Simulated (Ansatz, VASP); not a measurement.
# Two plane-wave programs on Mg

```
Mg
1.0
     3.20930    0.00000    0.00000
    -1.60465    2.77934    0.00000
     0.00000    0.00000    5.21030
Mg
2
Direct
  0.66667 0.33333 0.75000
  0.33333 0.66667 0.25000
```

Alike in both runs: task single point; functional PBE; k mesh 10 × 10 × 5; occupations gaussian, width 0.027 eV; no spin polarisation.

```csv
,VASP,Ansatz
version,VASP 6.6.1,Ansatz 0.2.0
potentials or method,"VASP PAW PBE potentials, release 64 (Mg)",Ansatz PAW
plane-wave cutoff (eV),520,420
valence electrons in the cell,4,20
```

Ansatz gave:

| Item | Value |
| --- | --- |
| gap on the k mesh at the Fermi level (eV) | none |
| pressure (GPa) | -0.4 |
| largest component of the traceless stress (GPa) | 0.47 |

Estimate VASP's values.

gap on the k mesh at the Fermi level (eV): none; pressure (GPa): -0.6; largest component of the traceless stress (GPa): 0.48.

A gap of «none» marks a metal or a gap that the smearing closes. The two sets of potentials don't hold the same shells in valence.
